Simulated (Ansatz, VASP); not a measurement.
## CO2: VASP beside Ansatz

Contents of POSCAR:

```
CO2
1.0
    4.2272127900      0.0000000000      0.0000000000
    0.0000000000      4.2272127900      0.0000000000
    0.0000000000      0.0000000000      4.6877715900
C O
2 4
Direct
    0.5000000000      0.5000000000      0.5000000000
    0.0000000000      0.0000000000      0.0000000000
    0.3048268600      0.6951731400      0.5000000000
    0.6951731400      0.3048268600      0.5000000000
    0.1951731400      0.1951731400      0.0000000000
    0.8048268600      0.8048268600      0.0000000000
```

Contents of INCAR.step1:

```
PREC     = Accurate       # precision mode
ENCUT    = 520            # plane-wave cutoff, eV
ISMEAR   = 0              # smearing method
SIGMA    = 0.05           # smearing width, eV
LREAL    = False          # projectors in reciprocal space
LASPH    = True           # aspherical terms in the spheres
NELM     = 80             # most SCF steps
NBANDS   = 25             # bands
GGA      = PE             # functional
ALGO     = Normal         # electronic algorithm
EDIFF    = 1E-4           # SCF threshold, eV
LWAVE    = True           # write WAVECAR
LCHARG   = False          # write CHGCAR
```

INCAR.step2

```
PREC     = Accurate       # precision mode
ENCUT    = 520            # plane-wave cutoff, eV
EDIFF    = 1E-7           # SCF threshold, eV
ISMEAR   = 0              # smearing method
SIGMA    = 0.05           # smearing width, eV
LREAL    = False          # projectors in reciprocal space
LASPH    = True           # aspherical terms in the spheres
NELM     = 80             # most SCF steps
ALGO     = Normal         # electronic algorithm
ISIF     = 2              # what is computed and relaxed
LWAVE    = False          # write WAVECAR
LCHARG   = True           # write CHGCAR
METAGGA  = R2SCAN         # meta-GGA
LMIXTAU  = True         
LELF     = True           # ELF
LVHAR    = True         
NBANDS   = 25             # bands
ISTART   = 1
```

File KPOINTS:

```
Automatic mesh
0
Gamma
  6 6 6
```

Input for Ansatz:

```yaml
crystal:
  lattice:
    - [4.22721279, 0.0, 0.0]
    - [0.0, 4.22721279, 0.0]
    - [0.0, 0.0, 4.68777159]
  atoms:
    - { symbol: C, position: [0.5, 0.5, 0.5] }
    - { symbol: C, position: [0.0, 0.0, 0.0] }
    - { symbol: O, position: [0.30482686, 0.69517314, 0.5] }
    - { symbol: O, position: [0.69517314, 0.30482686, 0.5] }
    - { symbol: O, position: [0.19517314, 0.19517314, 0.0] }
    - { symbol: O, position: [0.80482686, 0.80482686, 0.0] }
basis:
  ecutwfc: 500
  fft_grid_basis: typed
kpoints:
  mp_grid: { grid: [6, 6, 6] }
hamiltonian:
  xc: r2scan
scf:
  occupations: { method: gaussian, width: 0.05 }
output:
  forces: true
  stress: true
  eigenvalues: true
  bader: true
  write_density: true
  volumetric_format: npy
```

The cell comes from a database or a generator and needn't be the stable form of this composition.

Alike in both runs: task single point; functional r2SCAN; k mesh 6 × 6 × 6; occupations gaussian, width 0.05 eV; no spin polarisation.

|  | VASP | Ansatz |
| --- | --- | --- |
| version | VASP 6.6.1 | Ansatz 0.2.0 |
| potentials or method | VASP PAW PBE potentials, release 64 (C, O) | scalar-relativistic, plane waves, PAW |
| plane-wave cutoff (eV) | 520 | 500 |
| valence electrons in the cell | 32 | 32 |

|  | VASP | Ansatz | Ansatz less VASP |
| --- | --- | --- | --- |
| gap on the k mesh at the Fermi level (eV) | 7.16 | 7.19 | +0.025 |
| pressure (GPa) | 0.2 | -1.7 | -1.89 |
| largest component of the traceless stress (GPa) | 0.19 | 2.06 | +1.872 |
| rms of the force components (eV/Å) | 0.019 | 0.337 | +0.3181 |

Atom by atom the forces differ by 0.356 eV/Å (rms over components). One of these differences is far larger than is usual between the two programs; its cause wasn't traced.

Caveats: the standard files for N, O and F lose accuracy on very short bonds; the PAW data sets were made with another functional, which shifts forces and pressure a little (VASP). A k mesh can miss the band edges. r2SCAN opens gaps a little over a GGA but as a rule still falls short of measured ones.
